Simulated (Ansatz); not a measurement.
Set up this calculation in Ansatz 0.2.0, as the native input.

```
Task                                : band structure
Functional                          : RPBE
Potentials or basis                 : Ansatz PAW
Cutoff                              : 420 eV (not typed: the program's choice for these potentials)
k mesh                              : 8 × 8 × 5
Occupations                         : fermi-dirac, width 0.05 eV
Spin                                : no spin polarisation
Path                                : [["G", "M", "K", "G", "A", "L", "H", "A"], ["L", "M"], ["K", "H"]]
Points for each segment of the path : 14
```

PtSe2 (Sudovikovite):

```
Pt Se
1.0
     3.72400    0.00000    0.00000
    -1.86200    3.22508    0.00000
     0.00000    0.00000    5.06200
Pt Se
1 2
Cartesian
  0.0000 0.0000 0.0000
  1.8620 1.0750 3.7965
  0.0000 2.1501 1.2655
```

One way to write it, as run:

input.yaml

```yaml
crystal:
  lattice:
    - [3.724, 0.0, 0.0]
    - [-1.862, 3.2250786037, 0.0]
    - [0.0, 0.0, 5.062]
  atoms:
    - { symbol: Pt, position: [0.0, 0.0, 0.0] }
    - { symbol: Se, position: [0.6666666667, 0.3333333333, 0.75] }
    - { symbol: Se, position: [0.3333333333, 0.6666666667, 0.25] }
hamiltonian:
  xc: rpbe
  pseudopotentials: { kind: paw }
kpoints:
  mp_grid: { grid: [8, 8, 5] }
  band_path:
    path:
      - [[0.0, 0.0, 0.0], [0.5, 0.0, 0.0], [0.3333333333, 0.3333333333, 0.0], [0.0, 0.0, 0.0], [0.0, 0.0, 0.5], [0.5, 0.0, 0.5], [0.3333333333, 0.3333333333, 0.5], [0.0, 0.0, 0.5]]
      - [[0.5, 0.0, 0.5], [0.5, 0.0, 0.0]]
      - [[0.3333333333, 0.3333333333, 0.0], [0.3333333333, 0.3333333333, 0.5]]
    npoints: 14
scf:
  occupations: { method: fermi_dirac, width: 0.05 }
  n_extra_bands: 7
output:
  forces: true
  stress: true
  eigenvalues: true
  fatbands: false
  write_density: true
  write_potential: true
  elf: true
  volumetric_format: npy
```

Potentials or basis: Ansatz PAW.

Launch:

```console
$ ansatz run input.yaml --threads 2 --pin off --max-ram 5120MiB --backend cpu --events-out ev --progress --plain --runs-dir out
```

Results of the run:

```json
{
  "Pressure": "9.8 GPa",
  "Largest force": "0.641 eV/Å",
  "Band gap on the k mesh": "none (metal or under the smearing width)"
}
```

Caveat: spin-orbit coupling is left out, which moves the levels of the heavy elements; the PAW data sets come from PBE, with cores solved anew for the run's functional, which leaves a small shift of forces and pressure.

Wall time 4.7 s on 2 threads of Arm Neoverse V1 (shared host), peak memory 0.41 GiB.
